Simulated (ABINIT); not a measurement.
# C (Fd-3m) in ABINIT: a series of runs

One crystal, C, is run at these levels: r2SCAN, PBE, LDA, PBEsol; tasks: single point.

All numbers are computed with ABINIT 10.8.3 (patched build); they aren't measurements. Logs are shortened: lines on timing, memory, paths and dates and some standing lists are left out, and cuts for length are marked. The log counts tension as positive stress, the text compression.

### 1 Starting point

It takes space group Fd-3m (No. 227, cubic). The conventional cell has a = 3.567 Å, b = 3.567 Å, c = 3.567 Å, α = 90.00°, β = 90.00°, γ = 90.00°. C (site symmetry -43m) has 4 C at 1.54 Å as nearest neighbours.

This isn't the form of C at room conditions, which is graphite.

### 2 Single point, r2SCAN

Contents of run.abi:

```
pp_dirpath "./"
pseudos "C.GGA_PBE-JTH.xml"

acell 3*1.0
rprim
     0.0000000000     3.3700808789     3.3700808789
     3.3700808789     0.0000000000     3.3700808789
     3.3700808789     3.3700808789     0.0000000000
ntypat 1
znucl 6
natom 2
typat 1 1
xcart
     5.0551213183     5.0551213183     5.0551213183
     3.3700808789     3.3700808789     3.3700808789

ecut 24.0
pawecutdg 46.0

kptopt 1
ngkpt 5 5 5
nshiftk 1
shiftk 0.0 0.0 0.0

ixc -497498
usekden 1
pawxcdev 0

nband 8
occopt 3
tsmear 0.00183747

nstep 100
tolvrs 1.0e-7

iomode 3
prtwf 0
prtden 0
prteig 0
prtebands 0
prtvol 2
```

Potentials or basis: JTH PAW PBE v2.0.

Run with:

```
abinit run.abi > log 2>&1
```

run.abo:

```text
.Version 10.8.3 of ABINIT
 Symmetries : space group Fd -3 m (#227); Bravais cF (face-center cubic)
================================================================================
 Values of the parameters that define the memory need of the present run
     intxc =       0    ionmov =       0      iscf =      17    lmnmax =       8
     lnmax =       4     mgfft =      24  mpssoang =       2    mqgrid =    3001
     natom =       2  nloc_mem =       2    nspden =       1   nspinor =       1
    nsppol =       1      nsym =      48    n1xccc =       1    ntypat =       1
    occopt =       3   xclevel =       2
       mpw =         444          nfft =       13824          nkpt =          10
 PAW method is used; the additional fine FFT grid is defined by:
   mgfftf=        30    nfftf =     27000
================================================================================
================================================================================

--------------------------------------------------------------------------------
------------- Echo of variables that govern the present computation ------------
--------------------------------------------------------------------------------
 -outvars: echo values of preprocessed input variables --------
            acell      1.0000000000E+00  1.0000000000E+00  1.0000000000E+00 Bohr
              amu      1.20110000E+01
             ecut      2.40000000E+01 Hartree
              ixc     -497498
         kptrlatt        5    0    0      0    5    0      0    0    5
          kptrlen      2.38300704E+01
            natom           2
            nband           8
            ngfft          24      24      24
          ngfftdg          30      30      30
             nkpt          10
            nstep         100
             nsym          48
           ntypat           1
           occopt           3
        pawecutdg      4.60000000E+01 Hartree
         pawxcdev           0
           prtden           0
        prtebands           0
           prteig           0
          prtkden           1
           prtvol           2
            prtwf           0
            rprim      0.0000000000E+00  3.3700808789E+00  3.3700808789E+00
                       3.3700808789E+00  0.0000000000E+00  3.3700808789E+00
                       3.3700808789E+00  3.3700808789E+00  0.0000000000E+00
          spgroup         227
           tolvrs      1.00000000E-07
           tsmear      1.83747000E-03 Hartree
            typat      1  1
          usekden           1
           useylm           1
           xangst      2.6750549982E+00  2.6750549982E+00  2.6750549982E+00
                       1.7833699988E+00  1.7833699988E+00  1.7833699988E+00
            xcart      5.0551213183E+00  5.0551213183E+00  5.0551213183E+00
                       3.3700808789E+00  3.3700808789E+00  3.3700808789E+00
             xred      7.5000000000E-01  7.5000000000E-01  7.5000000000E-01
                       5.0000000000E-01  5.0000000000E-01  5.0000000000E-01
            znucl        6.00000

================================================================================

 chkinp: Checking input parameters for consistency.

================================================================================
== DATASET  1 ==================================================================

--- !DatasetInfo
iteration_state: {dtset: 1, }
dimensions: {natom: 2, nkpt: 10, mband: 8, nsppol: 1, nspinor: 1, nspden: 1, mpw: 444, }
cutoff_energies: {ecut:  24.0, pawecutdg:  46.0, }
electrons: {nelect:   8.00000000E+00, charge:   0.00000000E+00, occopt:   3.00000000E+00, tsmear:   1.83747000E-03, }
meta: {optdriver: 0, ionmov: 0, optcell: 0, iscf: 17, paral_kgb: 0, }
...

 Real(R)+Recip(G) space primitive vectors, cartesian coordinates (Bohr,Bohr^-1):
 R(1)=  0.0000000  3.3700809  3.3700809  G(1)= -0.1483644  0.1483644  0.1483644
 R(2)=  3.3700809  0.0000000  3.3700809  G(2)=  0.1483644 -0.1483644  0.1483644
 R(3)=  3.3700809  3.3700809  0.0000000  G(3)=  0.1483644  0.1483644 -0.1483644
 Unit cell volume ucvol=  7.6551017E+01 bohr^3
 Angles (23,13,12)=  6.00000000E+01  6.00000000E+01  6.00000000E+01 degrees

 Coarse grid specifications (used for wave-functions):

 getcut: wavevector=  0.0000  0.0000  0.0000  ngfft=  24  24  24
         ecut(hartree)=     24.000   => boxcut(ratio)=   2.28342

[... 110 lines left out ...]
  2.95E-12 1.23E-12 4.83E-12 4.83E-12 7.60E-13 7.09E-13 5.04E-12 4.29E-12
  -0.4000  0.4000  0.0000    1  1.19508E-11 kpt; spin; max resid(k); each band:
  7.55E-13 3.75E-12 3.37E-12 1.60E-13 1.35E-12 3.28E-12 1.04E-12 1.20E-11
  -0.4000  0.4000  0.2000    1  8.24730E-12 kpt; spin; max resid(k); each band:
  2.82E-12 7.90E-13 3.20E-12 8.25E-12 3.17E-12 7.88E-12 1.07E-12 5.50E-12
 reduced coordinates (array xred) for    2 atoms
       0.749999999996      0.749999999996      0.749999999996
       0.499999999996      0.499999999996      0.499999999996
 rms dE/dt=  5.8015E-26; max dE/dt=  6.8932E-26; dE/dt below (all hartree)
    1       0.000000000000      0.000000000000     -0.000000000000
    2      -0.000000000000      0.000000000000      0.000000000000

 cartesian coordinates (angstrom) at end:
    1      2.67505499819273     2.67505499819273     2.67505499819273
    2      1.78336999879074     1.78336999879074     1.78336999879074

 cartesian forces (hartree/bohr) at end:
    1      0.00000000000000     0.00000000000000    -0.00000000000000
    2     -0.00000000000000    -0.00000000000000     0.00000000000000
 frms,max,avg= 1.6895218E-26 2.3010778E-26   0.000E+00  0.000E+00  0.000E+00 h/b

 cartesian forces (eV/Angstrom) at end:
    1      0.00000000000000     0.00000000000000    -0.00000000000000
    2     -0.00000000000000    -0.00000000000000     0.00000000000000
 frms,max,avg= 8.6878706E-25 1.1832618E-24   0.000E+00  0.000E+00  0.000E+00 e/A
 length scales=  1.000000000000  1.000000000000  1.000000000000 bohr
              =  0.529177210544  0.529177210544  0.529177210544 angstroms
 Fermi (or HOMO) energy (hartree) =   0.46636   Average Vxc (hartree)=  -0.52521
 Eigenvalues (hartree) for nkpt=  10  k points:
 kpt#   1, nband=  8, wtk=  0.00800, kpt=  0.0000  0.0000  0.0000 (reduced coord)
  -0.45774    0.37561    0.37561    0.37561    0.59129    0.59129    0.59129    0.88239
      occupation numbers for kpt#   1
   2.00000    2.00000    2.00000    2.00000    0.00000    0.00000    0.00000    0.00000
 kpt#   2, nband=  8, wtk=  0.06400, kpt=  0.2000  0.0000  0.0000 (reduced coord)
  -0.41539    0.18507    0.32416    0.32416    0.65835    0.65835    0.67282    0.92348
      occupation numbers for kpt#   2
   2.00000    2.00000    2.00000    2.00000    0.00000    0.00000    0.00000    0.00000
 kpt#   3, nband=  8, wtk=  0.06400, kpt=  0.4000  0.0000  0.0000 (reduced coord)
  -0.29452   -0.06672    0.27362    0.27362    0.70130    0.70130    0.70718    0.98311
      occupation numbers for kpt#   3
   2.00000    2.00000    2.00000    2.00000    0.00000    0.00000    0.00000    0.00000
 kpt#   4, nband=  8, wtk=  0.04800, kpt=  0.2000  0.2000  0.0000 (reduced coord)
  -0.40131    0.25051    0.25051    0.25276    0.55716    0.76580    0.76580    0.82986
      occupation numbers for kpt#   4
   2.00000    2.00000    2.00000    2.00000    0.00000    0.00000    0.00000    0.00000
 kpt#   5, nband=  8, wtk=  0.19200, kpt=  0.4000  0.2000  0.0000 (reduced coord)
[... 8 lines left out ...]
  -0.34626    0.10244    0.14332    0.29846    0.70419    0.70603    0.78228    0.90285
      occupation numbers for kpt#   7
   2.00000    2.00000    2.00000    2.00000    0.00000    0.00000    0.00000    0.00000
 kpt#   8, nband=  8, wtk=  0.04800, kpt=  0.4000  0.4000  0.0000 (reduced coord)
  -0.23782    0.00549    0.14577    0.14577    0.53555    0.61460    0.98815    0.98815
      occupation numbers for kpt#   8
   2.00000    2.00000    2.00000    2.00000    0.00000    0.00000    0.00000    0.00000
 kpt#   9, nband=  8, wtk=  0.09600, kpt= -0.4000  0.4000  0.0000 (reduced coord)
  -0.12286   -0.09712    0.03856    0.15529    0.58154    0.72297    0.96675    0.99877
      occupation numbers for kpt#   9
   2.00000    2.00000    2.00000    2.00000    0.00000    0.00000    0.00000    0.00000
 kpt#  10, nband=  8, wtk=  0.19200, kpt= -0.4000  0.4000  0.2000 (reduced coord)
  -0.19225   -0.02313    0.05500    0.12965    0.72177    0.75941    0.82684    0.96347
      occupation numbers for kpt#  10
   2.00000    2.00000    2.00000    2.00000    0.00000    0.00000    0.00000    0.00000
 Total charge density [el/Bohr^3]
)     Maximum=    2.8184E-01  at reduced coord.    0.5667    0.5667    0.5667
)Next maximum=    2.8184E-01  at reduced coord.    0.3000    0.5667    0.5667
)     Minimum=    1.2802E-02  at reduced coord.    0.0000    0.0000    0.0000
)Next minimum=    1.2963E-02  at reduced coord.    0.2667    0.2333    0.2333
   Integrated=    8.0000E+00

--- !EnergyTerms
iteration_state     : {dtset: 1, }
comment             : Components of total free energy in Hartree
kinetic             :  6.91735092261870E+00
hartree             :  9.71948241968145E-01
xc                  : -4.18638301144426E+00
Ewald energy        : -1.27873442512753E+01
psp_core            :  9.14270555280812E-01
local_psp           : -4.66181141342702E+00
PAW spherical_terms :  1.69787088422697E+00
internal            : -1.11340980720519E+01
'-kT*entropy'       :  6.26636733023537E-16
total_energy        : -1.11340980720519E+01
total_energy_eV     : -3.02974243139238E+02
...

--- !EnergyTermsDC
iteration_state     : {dtset: 1, }
comment             : '"Double-counting" decomposition of free energy'
band_energy         :  2.13424552241802E-01
Ewald energy        : -1.27873442512753E+01
psp_core            :  9.14270555280812E-01
xc_dc               : -4.64484973686980E-01
PAW spherical_terms :  9.89965710907392E-01
internal            : -1.11341684065323E+01
'-kT*entropy'       :  6.26636733023537E-16
total_energy_dc     : -1.11341684065323E+01
total_energy_dc_eV  : -3.02976157037948E+02
...

--- !EnergyTermsWithPAWCore
iteration_state     : {dtset: 1, }
comment             : 'Components of total free energy, including PAW core contributions'
Total energy        : -7.62543686266259E+01
Total energy DC     : -7.62544389611062E+01
Total energy (eV)   : -2.07498707764253E+03
Total energy DC (eV): -2.07498899154124E+03
...

 Cartesian components of stress tensor (hartree/bohr^3)
  sigma(1 1)= -3.97161496E-05  sigma(3 2)=  0.00000000E+00
  sigma(2 2)= -3.97161496E-05  sigma(3 1)=  0.00000000E+00
  sigma(3 3)= -3.97161496E-05  sigma(2 1)=  0.00000000E+00

-Cartesian components of stress tensor (GPa)         [Pressure=  1.1685E+00 GPa]
- sigma(1 1)= -1.16848946E+00  sigma(3 2)=  0.00000000E+00
- sigma(2 2)= -1.16848946E+00  sigma(3 1)=  0.00000000E+00
- sigma(3 3)= -1.16848946E+00  sigma(2 1)=  0.00000000E+00

== END DATASET(S) ==============================================================
================================================================================

 -outvars: echo values of variables after computation  --------
            acell      1.0000000000E+00  1.0000000000E+00  1.0000000000E+00 Bohr
           etotal     -1.1134168407E+01
            fcart      1.7897271658E-26  2.5567530940E-27 -2.3010777846E-26
                      -1.7897271658E-26 -2.5567530940E-27  2.3010777846E-26
            rprim      0.0000000000E+00  3.3700808789E+00  3.3700808789E+00
                       3.3700808789E+00  0.0000000000E+00  3.3700808789E+00
                       3.3700808789E+00  3.3700808789E+00  0.0000000000E+00
           strten     -3.9716149593E-05 -3.9716149593E-05 -3.9716149593E-05
                       0.0000000000E+00  0.0000000000E+00  0.0000000000E+00
           xangst      2.6750549982E+00  2.6750549982E+00  2.6750549982E+00
                       1.7833699988E+00  1.7833699988E+00  1.7833699988E+00
             xred      7.5000000000E-01  7.5000000000E-01  7.5000000000E-01
                       5.0000000000E-01  5.0000000000E-01  5.0000000000E-01
 Calculation completed.
```

It took 8 s on 1 thread of Arm Neoverse V2, shared host; peak memory 0.11 GiB.

What came out:

```
Free energy            : -302.9762 eV
Pressure               : 1.2 GPa
Band gap on the k mesh : 4.35 eV, indirect (least direct gap 5.87 eV)
```

Levels at points of the mesh, in eV from the valence-band top:
| k point | band 2 | band 3 | band 4 | band 5 | band 6 | band 7 |
| --- | --- | --- | --- | --- | --- | --- |
| (0.00, 0.00, 0.00) | 0.00 | 0.00 | 0.00 | 5.87 | 5.87 | 5.87 |

Caveat: the k mesh is coarse (spacing up to 0.61 Å⁻¹), so the values aren't converged; totals of a meta-GGA on PAW files have another zero than those of a GGA; the PAW data sets were made with another functional, which shifts forces and pressure a little; an odd mesh through Γ misses points on the zone boundary, where band edges often lie; the atomic spheres overlap.

(Continued in part 2 of 2.)
